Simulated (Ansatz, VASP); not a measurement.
## SiC (Moissanite 3C): VASP and Ansatz over several settings

```
Si C
1.0
     0.00000    2.14955    2.14955
     2.14955    0.00000    2.14955
     2.14955    2.14955    0.00000
Si C
1 1
Direct
  0.00000 0.00000 0.00000
  0.75000 0.75000 0.75000
```

Change from the starting cell: volume scaled by 0.96.

Single points on this cell with VASP 6.6.1 and Ansatz 0.2.0. Each row is one pair of runs. Alike in all rows: spin: off; k mesh: 10 × 10 × 10; smearing: fermi-dirac, width 0.05 eV; VASP's potentials, cutoff: VASP PAW PBE potentials, release 64 (Si, C), 520 eV.

| level | Ansatz's potentials, cutoff | gap on the k mesh at the Fermi level (eV), VASP | gap on the k mesh at the Fermi level (eV), Ansatz | least direct gap on the mesh (eV), VASP | least direct gap on the mesh (eV), Ansatz | pressure (GPa), VASP | pressure (GPa), Ansatz |
| --- | --- | --- | --- | --- | --- | --- | --- |
| PBE | Ansatz PAW earlier set, 800 eV | 1.32 | 1.32 | 4.58 | 4.59 | 13.1 | 13.2 |
| PBE | PseudoDojo stringent (PBE files), 1116 eV | 1.32 | 1.32 | 4.58 | 4.60 | 13.1 | 13.2 |
| PBE | Ansatz NC, 1116 eV | 1.32 | 1.31 | 4.58 | 4.58 | 13.1 | 13.4 |
| PBE | Ansatz PAW, 420 eV | 1.32 | 1.32 | 4.58 | 4.59 | 13.1 | 13.2 |
| PBE | JTH PAW, 780 eV | 1.32 | 1.32 | 4.58 | 4.61 | 13.1 | 12.6 |

Gap on the k mesh at the fermi level (eV): the two programs differ by at most 0.008; least direct gap on the mesh (eV): the two programs differ by at most 0.034; pressure (GPa): the two programs differ by at most 0.57.
